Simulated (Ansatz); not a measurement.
The system is MnO.

```
CELL_PARAMETERS angstrom
0.00000 2.22391 2.22391
2.22391 0.00000 2.22391
2.22391 2.22391 0.00000
ATOMIC_POSITIONS crystal
Mn 0.00000 0.00000 0.00000
O 0.50000 0.50000 0.50000
```

The cell is a database's computed one.

Base run:

```yaml
Program: Ansatz 0.2.0
Functional: PBEsol
Potentials_or_basis: all-electron LAPW, scalar-relativistic
Cutoff: 324 eV
Density_cutoff: 1296 eV
Basis_error_allowed: 0.001 eV/atom
k_mesh: 10 × 10 × 10
Occupations: fermi-dirac, width 0.05 eV
Spin: collinear spin, ferromagnetic start
Starting_moments: "[4.0, 0.0] μB"
```

Its results: pressure -7.1 GPa; net moment 4.77 μB per cell; site moments Mn +4.31; O +0.23 μB.

Problem. The run is repeated on the same cell with these changes: hubbard terms from none to Mn d U = 8 eV. What comes out?

Solution. Pressure 7.4 GPa; net moment 5.00 μB per cell; site moments Mn +4.63; O +0.10 μB.

Caveats: a cell with one magnetic atom can't hold antiferromagnetic order, which such compounds often take; the magnetic state may not be the lowest (some runs); U is the effective U less J, on atomic orbitals that reach past the spheres (some runs).

Not every run made on this cell is shown here.
